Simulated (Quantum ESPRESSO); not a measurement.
NaI: equation of state with PBEsol

Crystal: NaI.

```
I Na
1.0
     0.00000    3.23640    3.23640
     3.23640    0.00000    3.23640
     3.23640    3.23640    0.00000
I Na
1 1
Direct
  0.50000 0.50000 0.50000
  0.00000 0.00000 0.00000
```

- Program: Quantum ESPRESSO 7.5
- Task: equation of state
- Functional: PBEsol
- Potentials or basis: PseudoDojo 0.4.1 SR PBEsol standard
- Cutoff: 1197 eV
- Density cutoff: 4789 eV
- k mesh: 7 × 7 × 7
- Occupations: fermi-dirac, width 0.05 eV
- Spin: no spin polarisation
- Mixing beta: 0.5
- Most SCF iterations: 120
- SCF threshold: 4e-10 Ry

The equilibrium volume is 32.81 Å³/atom and the bulk modulus is 17.2 GPa. The pressure derivative of the bulk modulus is 5.0.

Energy against volume, from the lowest point:
| volume (Å³/atom) | energy (meV/atom) |
| --- | --- |
| 31.865 | 1.44 |
| 32.543 | 0.00 |
| 33.221 | 0.15 |
| 33.899 | 1.69 |
| 34.577 | 4.47 |
| 35.255 | 8.34 |
| 35.933 | 13.17 |

All runs of the series together: 3.5 min on 1 thread of Arm Neoverse V2, with other jobs on the host.

Spin-orbit coupling is left out, which matters for the levels of I.
